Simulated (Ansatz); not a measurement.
# GaN: the cost of one run

Method: DFT PBEsol, frozen-core PAW, scalar-relativistic unless said, in Ansatz 0.2.0.

The COD entry's cell or inner coordinates are ideal or old and differ from later refinements, so a difference from it is no clean test against experiment.

## (1) The structure to begin with

Symmetry: P6_3mc, No. 186, hexagonal system. Conventional cell: a = 3.180 Å, b = 3.180 Å, c = 5.166 Å, α = 90.00°, β = 90.00°, γ = 120.00°. Ga (site symmetry 3m) has 4 N at 1.94 to 1.95 Å as nearest neighbours. Around N (site symmetry 3m) lie 4 Ga at 1.94 to 1.95 Å.

As a file:

```cif
data_structure
_symmetry_space_group_name_H-M 'P 1'
_symmetry_Int_Tables_number 1
_cell_length_a 3.1800
_cell_length_b 3.1800
_cell_length_c 5.1660
_cell_angle_alpha 90.000
_cell_angle_beta 90.000
_cell_angle_gamma 120.000
_cell_volume 45.24
loop_
_atom_site_label
_atom_site_type_symbol
_atom_site_fract_x
_atom_site_fract_y
_atom_site_fract_z
_atom_site_occupancy
Ga1 Ga 0.33333 0.66667 0.00000 1
Ga2 Ga 0.66667 0.33333 0.50000 1
N1 N 0.33333 0.66667 0.37500 1
N2 N 0.66667 0.33333 0.87500 1
```

Cartesian axes are those of the input's lattice vectors. The structure goes back to a database entry.

## (2) Cell and atoms relaxed, PAW

File input.yaml:

```yaml
crystal:
  lattice:
    - [3.17999999999, 0.0, 0.0]
    - [-1.58999999999, 2.75396078402, 0.0]
    - [0.0, 0.0, 5.166]
  atoms:
    - { symbol: Ga, position: [0.333333333333, 0.666666666667, 0.0] }
    - { symbol: Ga, position: [0.666666666667, 0.333333333333, 0.5] }
    - { symbol: "N", position: [0.333333333333, 0.666666666667, 0.375] }
    - { symbol: "N", position: [0.666666666667, 0.333333333333, 0.875] }
kpoints:
  mp_grid: { grid: [16, 16, 8] }
scf:
  occupations: { method: fermi_dirac, width: 0.08 }
hamiltonian:
  xc: pbesol
  pseudopotentials: { kind: paw }
relax:
  f_tol: 0.002
  max_steps: 80
  cell: {}
output:
  forces: true
  stress: true
  write_density: true
  write_potential: true
  elf: true
  volumetric_format: npy
```

On the command line:

```console
$ ansatz run input.yaml --threads 1 --pin off --max-ram 3072MiB --backend cpu --events-out ev --progress --plain --runs-dir out
```

Q: Estimate wall time and peak memory on 1 thread of Arm Neoverse V1, shared host.

About 94 s, with a peak of 0.44 GiB.
